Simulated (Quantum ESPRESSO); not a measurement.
Crystal: Pt.

```xyz
1
Lattice="-1.5179 1.6126 1.5727 1.5844 -1.5912 1.6178 1.5236 1.5969 -1.5513" Properties=species:S:1:pos:R:3 pbc="T T T"
Pt   -0.0144   -0.0257   -0.0143
```

The cell isn't the ideal one: cell strained at random at fixed volume.

A run of Quantum ESPRESSO 7.5 on this cell left the log below. Logs are shortened: lines on timing, memory, paths and dates and some standing lists are left out, and cuts for length are marked.

```text
This program is part of the open-source Quantum ESPRESSO suite
     for quantum simulation of materials; please cite
[... 10 lines left out ...]
     --------------------
     sticks:   dense  smooth     PW     G-vecs:    dense   smooth      PW
     Sum         729     361    145                12385     4367    1101

     Using Slab Decomposition

     bravais-lattice index     =            0
     lattice parameter (alat)  =       5.1329  a.u.
     unit-cell volume          =     107.3255 (a.u.)^3
     number of atoms/cell      =            1
     number of atomic types    =            1
     number of electrons       =        16.00
     number of Kohn-Sham states=           14
     kinetic-energy cutoff     =      45.0000  Ry
     charge density cutoff     =     360.0000  Ry
     scf convergence threshold =      2.0E-10
     mixing beta               =       0.5000
     number of iterations used =            8  plain     mixing
     Exchange-correlation= SLA  PW   PSX  PSC
                           (   1   4  10   8   0   0   0)

     celldm(1)=   5.132865  celldm(2)=   0.000000  celldm(3)=   0.000000
     celldm(4)=   0.000000  celldm(5)=   0.000000  celldm(6)=   0.000000

     crystal axes: (cart. coord. in units of alat)
               a(1) = (  -0.558842   0.593686   0.578993 )
               a(2) = (   0.583307  -0.585825   0.595597 )
               a(3) = (   0.560924   0.587907  -0.571132 )

     reciprocal axes: (cart. coord. in units 2 pi/alat)
               b(1) = ( -0.019621  0.840720  0.846143 )
               b(2) = (  0.856140 -0.007054  0.833576 )
               b(3) = (  0.872922  0.844936 -0.023837 )

     PseudoPot. # 1 for Pt read from file:
     pt_pbesol_v1.4.uspp.F.UPF
     Pseudo is Ultrasoft + core correction, Zval = 16.0
     Generated by new atomic code, or converted to UPF format
     Using radial grid of  985 points,  6 beta functions with:
                l(1) =   0
                l(2) =   0
                l(3) =   1
                l(4) =   1
                l(5) =   2
                l(6) =   2
     Q(r) pseudized with  8 coefficients,  rinner =    1.300   1.300   1.300
                                                       1.300   1.300

     atomic species   valence    mass     pseudopotential
     Pt               16.00   195.08400     Pt( 1.00)

     No symmetry found

   Cartesian axes

     site n.     atom                  positions (alat units)
         1        Pt     tau(   1) = (  -0.0052919  -0.0094591  -0.0052750  )

     number of k points=   868  Fermi-Dirac smearing, width (Ry)=  0.0037

     Number of k-points >= 100: set verbosity='high' to print them.

     Dense  grid:    12385 G-vectors     FFT dimensions: (  32,  32,  32)

     Smooth grid:     4367 G-vectors     FFT dimensions: (  24,  24,  24)

     Initial potential from superposition of free atoms

     starting charge      15.5000, renormalised to      16.0000

     negative rho (up, down):  1.876E-01 0.000E+00
     Starting wfcs are   12 randomized atomic wfcs +    2 random wfcs

     Self-consistent Calculation

     iteration #  1     ecut=    45.00 Ry     beta= 0.50
     Davidson diagonalization with overlap
     ethr =  1.00E-02,  avg # of iterations =  4.4

     negative rho (up, down):  1.742E-01 0.000E+00

     total energy              =    -210.35543830 Ry
     estimated scf accuracy    <       0.81558222 Ry

     iteration #  2     ecut=    45.00 Ry     beta= 0.50
     Davidson diagonalization with overlap
     ethr =  5.10E-03,  avg # of iterations =  2.0

     negative rho (up, down):  1.750E-01 0.000E+00

     total energy              =    -210.54156980 Ry
     estimated scf accuracy    <       0.01171222 Ry

     iteration #  3     ecut=    45.00 Ry     beta= 0.50
     Davidson diagonalization with overlap
     ethr =  7.32E-05,  avg # of iterations =  2.8

     negative rho (up, down):  1.741E-01 0.000E+00

     total energy              =    -210.54368253 Ry
     estimated scf accuracy    <       0.00077019 Ry

     iteration #  4     ecut=    45.00 Ry     beta= 0.50
     Davidson diagonalization with overlap
     ethr =  4.81E-06,  avg # of iterations =  4.7
[... 19 lines left out ...]
     negative rho (up, down):  1.742E-01 0.000E+00

     total energy              =    -210.54374076 Ry
     estimated scf accuracy    <       0.00000002 Ry

     iteration #  7     ecut=    45.00 Ry     beta= 0.50
     Davidson diagonalization with overlap
     ethr =  1.35E-10,  avg # of iterations =  2.1

     negative rho (up, down):  1.742E-01 0.000E+00

     total energy              =    -210.54374077 Ry
     estimated scf accuracy    <          2.0E-09 Ry

     iteration #  8     ecut=    45.00 Ry     beta= 0.50
     Davidson diagonalization with overlap
     ethr =  1.24E-11,  avg # of iterations =  2.2

     negative rho (up, down):  1.742E-01 0.000E+00

     End of self-consistent calculation

     Number of k-points >= 100: set verbosity='high' to print the bands.

     the Fermi energy is    20.5912 ev

!    total energy              =    -210.54374077 Ry
     estimated scf accuracy    <          6.1E-12 Ry
     smearing contrib. (-TS)   =      -0.00051997 Ry
     internal energy E=F+TS    =    -210.54322080 Ry

     The total energy is F=E-TS. E is the sum of the following terms:
     one-electron contribution =     -24.10745766 Ry
     hartree contribution      =      25.75570535 Ry
     xc contribution           =     -56.62552067 Ry
     ewald contribution        =    -155.56594781 Ry

     convergence has been achieved in   8 iterations

     negative rho (up, down):  1.742E-01 0.000E+00

     Forces acting on atoms (cartesian axes, Ry/au):

     atom    1 type  1   force =     0.00000000    0.00000000    0.00000000

     Total force =     0.000000     Total SCF correction =     0.000000

     Computing stress (Cartesian axis) and pressure

     negative rho (up, down):  1.742E-01 0.000E+00
          total   stress  (Ry/bohr**3)                   (kbar)     P=     -117.86
  -0.00091323  -0.00001010  -0.00038948         -134.34       -1.49      -57.29
  -0.00001010  -0.00071715  -0.00013188           -1.49     -105.50      -19.40
  -0.00038948  -0.00013188  -0.00077311          -57.29      -19.40     -113.73

=------------------------------------------------------------------------------=
   JOB DONE.
=------------------------------------------------------------------------------=
```

**Question.** What input gives this log?

**Answer.** Single point with PBEsol, no spin polarisation. The files as run (others can give the same):

pw.in
```
&CONTROL
  calculation = 'scf'
  prefix = 'pwscf'
  outdir = './tmp'
  pseudo_dir = './pseudo'
  tprnfor = .true.
  tstress = .true.
  disk_io = 'nowf'
/
&SYSTEM
  ibrav = 0
  nat = 1
  ntyp = 1
  ecutwfc = 45
  ecutrho = 360
  nbnd = 14
  occupations = 'smearing'
  smearing = 'fd'
  degauss = 0.00367493
/
&ELECTRONS
  conv_thr = 2d-10
  electron_maxstep = 120
  mixing_beta = 0.5
/
ATOMIC_SPECIES
Pt   195.0840 pt_pbesol_v1.4.uspp.F.UPF
CELL_PARAMETERS angstrom
  -1.5179230000    1.6125670000    1.5726580000
   1.5843750000   -1.5912150000    1.6177570000
   1.5235780000    1.5968700000   -1.5513060000
ATOMIC_POSITIONS crystal
Pt    -0.0123120000   -0.0088610000   -0.0124860000
K_POINTS automatic
12 12 12 0 0 0
```

Potentials or basis: GBRV 1.5 PBEsol.
Launch:
```sh
$ OMP_NUM_THREADS=1 mpirun -n 2 pw.x -nk 2 -in pw.in > pw.out
```
